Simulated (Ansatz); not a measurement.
Input and command of a calculation in Ansatz (plane waves; scalar-relativistic PAW potentials unless the input names others):

```yaml
crystal:
  lattice:
    - [3.8272627505, 0.0, 0.0]
    - [-1.9136313752, 3.3145067689, 0.0]
    - [0.0, 0.0, 4.8578782965]
  atoms:
    - { symbol: Si, position: [0.3333333333, 0.6666666667, 0.75] }
    - { symbol: Si, position: [0.6666666667, 0.3333333333, 0.25] }
    - { symbol: Ni, position: [0.0, 0.0, 0.0] }
    - { symbol: Ni, position: [0.0, 0.0, 0.5] }
    - { symbol: Ni, position: [0.3333333333, 0.6666666667, 0.25] }
    - { symbol: Ni, position: [0.6666666667, 0.3333333333, 0.75] }
basis:
  ecutwfc: 420
kpoints:
  mp_grid: { grid: [12, 12, 8] }
hamiltonian:
  xc: pbesol
  dispersion: d3bj
scf:
  occupations: { method: gaussian, width: 0.1 }
output:
  forces: true
  eigenvalues: true
  stress: true
relax:
  adjacent_minimum: "off"
  f_tol: 0.008
  max_steps: 50
  cell: { stress_tol: 0.08, p_target: 8.0 }
```

```bash
ansatz run input.yaml --threads 1 --pin off --max-ram 2560MiB --backend cpu --events-out ev --progress --plain --runs-dir out
```

Abridged log:
```
Pseudopotentials: kind: paw
Pseudopotential: Si, paw, valence charge 4, recommended cutoff 420 eV (normal)
Pseudopotential: Ni, paw, valence charge 18, recommended cutoff 420 eV (normal)
Functional definition: PBEsol
Crystal: 6 atoms, lattice volume = 61.625 Å³
Basis set: ecut = 420 eV, 1217 PW (Γ), exchange–correlation on 54×54×72 points (8 copies of the dense FFT grid, shifted against one another)
Bands: 48, of which v1, the nominal top of the filled ones, is band 40 counted from 1 (39 counted from 0)
Symmetry: 24 space group operations
Space group: P63/mmc (ITA 194), of the structure as read, at distance tolerance 3.9e-5 Å
k-points: 95 of 1152
Initial density: superposition of atomic densities (neutral atoms: chi_scale 0, normalization atom), corrected by the library's trained network
Initial wavefunctions: pseudopotential atomic-orbital guess
Functional: x = pbesol(κ = 0.804, μ = 0.12345679), c = pbesol(β = 0.046)
SCF iter   1: F=—  HF=-24469.147932 eV  |F-HF|=—  |Δ(HF+E_count)|=         —  Δρ=2.19e-2  dr2=1.55e-1  ethr=1.77e-3  ⟨swp⟩=5.6  Hψ=16545  notcnv=0  defer=3
SCF iter   2: F=—  HF=-24469.122810 eV  |F-HF|=—  |Δ(HF+E_count)|=   2.51e-2  Δρ=4.89e-3  dr2=8.22e-3  ethr=1.94e-4  ⟨swp⟩=2.3  Hψ=7936  notcnv=0  defer=218
SCF iter   3: F=—  HF=-24469.121474 eV  |F-HF|=—  |Δ(HF+E_count)|=   1.34e-3  Δρ=1.68e-3  dr2=1.13e-3  ethr=1.03e-5  ⟨swp⟩=1.7  Hψ=4855  notcnv=0  defer=218
SCF iter   4: F=—  HF=-24469.121163 eV  |F-HF|=—  |Δ(HF+E_count)|=   3.11e-4  Δρ=3.94e-4  dr2=8.08e-5  ethr=1.41e-6  ⟨swp⟩=2.0  Hψ=6512  notcnv=0  defer=218
SCF iter   5: F=—  HF=-24469.121181 eV  |F-HF|=—  |Δ(HF+E_count)|=   1.77e-5  Δρ=1.07e-4  dr2=8.14e-6  ethr=1.01e-7  ⟨swp⟩=2.1  Hψ=5867  notcnv=0  defer=218
SCF iter   6: F=—  HF=-24469.121179 eV  |F-HF|=—  |Δ(HF+E_count)|=   1.92e-6  Δρ=2.92e-5  dr2=3.32e-7  ethr=1.02e-8  ⟨swp⟩=2.0  Hψ=6584  notcnv=0  defer=218
SCF iter   7: F=-24469.121179 eV  HF=-24469.121179 eV  |F-HF|=7.32e-8  |Δ(HF+E_count)|=   1.11e-7  Δρ=1.31e-5  dr2=6.85e-8  ethr=1.25e-10  ⟨swp⟩=9.2  Hψ=20802  notcnv=0
SCF 1 converged in 7 iterations: F = -24469.121179 eV  dr2 = 6.85e-8
relax step   1: F+E_penalty+E_count = -24469.12117865 eV  Δ(F+E_penalty+E_count) = +0.000e0 eV  max|allowed force component| = 1.488e-16 eV/Å  Δτ_max = 0.0000 Å  P = +0.882 GPa  Ω = 61.625 Å³  (7 SCF iters, dr2 threshold 1.00e-7 eV, accepted)
Crystal: 6 atoms, lattice volume = 60.697 Å³
Basis set: ecut = 420 eV, 1193 PW (Γ), exchange–correlation on 54×54×72 points (8 copies of the dense FFT grid, shifted against one another)
Initial density: handed on by an earlier stage of this run
Initial wavefunctions: those handed on with the density
SCF iter   1: F=—  HF=-24469.106197 eV  |F-HF|=—  |Δ(HF+E_count)|=         —  Δρ=2.45e-3  dr2=2.30e-3  ethr=3.28e-6  ⟨swp⟩=1.8  Hψ=19353  notcnv=0
   ...
SCF iter   5: F=-24469.077567 eV  HF=-24469.077567 eV  |F-HF|=1.40e-9  |Δ(HF+E_count)|=  7.28e-11  Δρ=1.82e-6  dr2=1.25e-9  ethr=4.76e-12  ⟨swp⟩=2.6  Hψ=7731  notcnv=0
SCF iter   6: F=-24469.077567 eV  HF=-24469.077567 eV  |F-HF|=4.73e-11  |Δ(HF+E_count)|=  1.49e-10  Δρ=2.60e-7  dr2=4.22e-11  ethr=1.57e-12  ⟨swp⟩=1.9  Hψ=12293  notcnv=0
SCF 4 converged in 6 iterations: F = -24469.077567 eV  dr2 = 4.22e-11
relax step   4: F+E_penalty+E_count = -24469.07756698 eV  Δ(F+E_penalty+E_count) = -1.950e-3 eV  max|allowed force component| = 1.180e-16 eV/Å  Δτ_max = 0.0000 Å  P = +8.000 GPa  Ω = 59.971 Å³  energy of the carried Pulay correction = +6.470e-4 eV  (6 SCF iters, dr2 threshold 1.02e-7 eV, accepted)
Initial wavefunctions: pseudopotential atomic-orbital guess (no wavefunctions were taken with the density)
SCF iter   1: F=—  HF=-24469.076921 eV  |F-HF|=—  |Δ(HF+E_count)|=         —  Δρ=4.28e-5  dr2=1.40e-7  ethr=2.48e-7  ⟨swp⟩=3.0  Hψ=28047  notcnv=0
SCF iter   2: F=—  HF=-24469.076938 eV  |F-HF|=—  |Δ(HF+E_count)|=   1.67e-5  Δρ=2.12e-5  dr2=8.17e-8  ethr=1.75e-10  ⟨swp⟩=2.2  Hψ=8495  notcnv=0
SCF iter   3: F=—  HF=-24469.076938 eV  |F-HF|=—  |Δ(HF+E_count)|=   9.67e-9  Δρ=9.38e-6  dr2=1.70e-8  ethr=1.02e-10  ⟨swp⟩=1.0  Hψ=4560  notcnv=0
SCF iter   4: F=—  HF=-24469.076938 eV  |F-HF|=—  |Δ(HF+E_count)|=   3.83e-9  Δρ=2.52e-6  dr2=9.89e-10  ethr=2.12e-11  ⟨swp⟩=2.0  Hψ=6136  notcnv=0
SCF iter   5: F=-24469.076938 eV  HF=-24469.076938 eV  |F-HF|=8.73e-11  |Δ(HF+E_count)|=  4.80e-10  Δρ=7.47e-7  dr2=1.10e-10  ethr=1.24e-12  ⟨swp⟩=2.0  Hψ=6594  notcnv=0
SCF iter   6: F=-24469.076938 eV  HF=-24469.076938 eV  |F-HF|=3.64e-12  |Δ(HF+E_count)|=    0.00e0  Δρ=1.08e-7  dr2=2.93e-12  ethr=1.00e-12  ⟨swp⟩=3.1  Hψ=17112  notcnv=0
SCF 5 converged in 6 iterations: F = -24469.076938 eV  dr2 = 2.93e-12
SCF converged after 6 iterations
Free energy (F): -24469.076938 eV
Harris-Foulkes:  -24469.076938 eV  (|F-HF|=3.64e-12)
Internal energy: -24469.060606 eV  (E = F + TS)
E sigma→0 (E₀):  -24469.068772 eV
Entropy (-TS):   -0.016332 eV (-2.722 meV/atom)
Fermi energy:    19.016812 eV
  E_disp       = -2.895531  (pairwise vdW)
--- Forces (eV/Å), atoms counted from 1 ---
  atom   1  Si     0.00000000     0.00000000     0.00000000
  atom   2  Si     0.00000000     0.00000000     0.00000000
  atom   3  Ni     0.00000000     0.00000000     0.00000000
  atom   4  Ni     0.00000000     0.00000000     0.00000000
  atom   5  Ni     0.00000000     0.00000000     0.00000000
  atom   6  Ni     0.00000000     0.00000000     0.00000000
--- Stress (GPa, compression-positive) ---
        8.008589       0.000000       0.000000
        0.000000       8.008589       0.000000
        0.000000       0.000000       7.985962
  P = ⅓ Tr σ = 8.0010 GPa (80.010 kbar)
--- Relaxed structure (4 steps of the walk, 4 accepted, 1 SCFs on fresh bases) ---
  F+E_penalty+E_count = -24469.07693767 eV   max|allowed force component| = 2.220e-16 eV/Å   (the final SCF, on the basis selected at the relaxed cell)
  cell:  # Å, volume = 59.9713 Å³
    - [3.79956506, 0.0, 0.0]
    - [-1.89978253, 3.29051986, 0.0]
    - [0.0, 0.0, 4.79672974]
  atoms:
    - { symbol: Si, position: [0.33333333, 0.66666666, 0.75] }
    - { symbol: Si, position: [0.66666666, 0.33333333, 0.25] }
    - { symbol: Ni, position: [0.0, 0.0, 0.0] }
    - { symbol: Ni, position: [0.0, 0.0, 0.5] }
    - { symbol: Ni, position: [0.33333333, 0.66666666, 0.25] }
    - { symbol: Ni, position: [0.66666666, 0.33333333, 0.75] }
```

Apart from outputs and empty bands, the input differs from a reference run on usual settings in hamiltonian.dispersion: not typed → "d3bj". The reference, at the same start, ended its own course with pressure 8.01 GPa, largest force 0.000 eV/Å, no gap on the mesh. This run converged in 31 SCF iterations over all its steps (reference: 26) with an energy at zero smearing 462 meV/atom below the reference's (the Hamiltonian itself differs), pressure 8.00 GPa, largest force 0.000 eV/Å, no gap on the mesh.

It took 67 s on 1 thread of Arm Neoverse V2, with other jobs on the host, peak memory 0.48 GiB.